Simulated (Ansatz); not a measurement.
Crystal: ScAl3.

```
CELL_PARAMETERS angstrom
4.08781 0.00000 0.00000
0.00000 4.08781 0.00000
0.00000 0.00000 4.08781
ATOMIC_POSITIONS crystal
Sc 0.00000 0.00000 0.00000
Al 0.50000 0.50000 0.00000
Al 0.00000 0.50000 0.50000
Al 0.50000 0.00000 0.50000
```

The cell is a database's computed one.

```yaml
Program: Ansatz 0.2.0
Task: relaxation of cell and atoms
Functional: RPBE
Dispersion: D4
Potentials_or_basis: Ansatz PAW
Cutoff: "420 eV (not typed: the program's choice for these potentials)"
k_mesh: 7 × 7 × 7
Occupations: fermi-dirac, width 0.05 eV
Spin: no spin polarisation
```

At the start: volume 17.08 Å³/atom.

**Question.** How do energy, volume and symmetry change on relaxing?

**Answer.** It ends after 5 steps and the volume is 16.59 Å³/atom (-2.8 %); space group Pm-3m (No. 221, to 0.05 Å).

Step by step:
```
step  energy change (eV)  largest force (eV/Å)  volume (Å³)
   1              0.0000                0.0000        68.31
   2             -0.0087                0.0000        64.98
   3             -0.0169                0.0000        66.42
   4             -0.0169                0.0000        66.36
   5             -0.0162                0.0000        66.36
```

Final structure:
```xyz
4
Lattice="4.0487 0.0000 0.0000 0.0000 4.0487 0.0000 0.0000 0.0000 4.0487" Properties=species:S:1:pos:R:3 pbc="T T T"
Sc    0.0000    0.0000    0.0000
Al    2.0243    2.0243    0.0000
Al    0.0000    2.0243    2.0243
Al    2.0243    0.0000    2.0243
```

Caveat: the plane-wave basis is chosen anew once the cell has moved, so the energies of steps on either side of that aren't comparable; pairwise dispersion overbinds metals, which lowers pressure and volume; the PAW data sets come from PBE, with cores solved anew for the run's functional, which leaves a small shift of forces and pressure.
